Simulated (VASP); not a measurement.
Wanted: the native input for a VASP 6.6.1 run.

- Task: single point
- Functional: PBEsol
- Potentials or basis: VASP PAW PBE potentials, release 64 (Be, S, H)
- Cutoff: 520 eV
- k mesh: 4 × 4 × 1
- Occupations: gaussian, width 0.15 eV
- Spin: no spin polarisation
- Dipole correction: no
- Further INCAR settings: LREAL = Auto; ALGO = Normal; EDIFF = 1e-06; NBANDS = 29

The structure of Be12H2S lies in POSCAR:

```
Be12H2S
1.0
    4.5800000000      0.0000000000      0.0000000000
    2.2900000000      3.9663960000      0.0000000000
    0.0000000000      0.0000000000     15.5884300000
Be S H
12 1 2
Direct
    0.0000000000      0.0000000000      0.0641500780
    0.5000000000      0.0000000000      0.0641500780
    0.0000000000      0.5000000000      0.0641500780
    0.5000000000      0.5000000000      0.0641500780
   -0.1686377596      0.3346667857      0.1771684512
    0.3341290872      0.3345505592      0.1767885541
   -0.1671114933      0.8338998426      0.1763871025
    0.3337186507      0.8324801659      0.1787366014
   -0.0031206191      0.0020499718      0.2900853389
    0.5002142467      0.0029391922      0.2895261421
    0.0008970054      0.5002859019      0.2886321458
    0.4997135009      0.4994171031      0.2930995617
    0.5678773668      0.6504574934      0.4947887632
    0.6878010114      0.8248198112      0.4504185476
    0.3145401562      0.9368406483      0.5300703791
```

The cell was built by a generator and needn't be a form met in nature.

The input as run:

INCAR

```
SYSTEM = Be12H2S
ALGO = Normal ; EDIFF = 1E-6
ENCUT = 520 ; GGA = PS
ISIF = 2 ; ISMEAR = 0
LASPH = .TRUE. ; LCHARG = .FALSE.
LREAL = Auto ; LWAVE = .FALSE.
NBANDS = 29 ; NELM = 100
PREC = Accurate ; SIGMA = 0.15
```

KPOINTS

```
k-points
0
G
  4 4 1
  0 0 0
```

Potentials or basis: VASP PAW PBE potentials, release 64 (Be, S, H).

Run with:

```bash
$ cat potpaw_PBE.64/Be/POTCAR potpaw_PBE.64/S/POTCAR potpaw_PBE.64/H/POTCAR > POTCAR
$ mpirun -np 1 vasp_std > vasp.out
```

Results of the run:

- Largest force: 0.136 eV/Å
- Band gap on the k mesh: none (metal or under the smearing width)

Caveat: the k mesh is coarse (spacing up to 0.40 Å⁻¹), so the values aren't converged; the PAW data sets were made with another functional, which shifts forces and pressure a little.

Run time: 2.3 min on 1 thread of AMD EPYC 9R45 96-Core Processor (Zen 5) (shared host), peak memory 0.35 GiB.
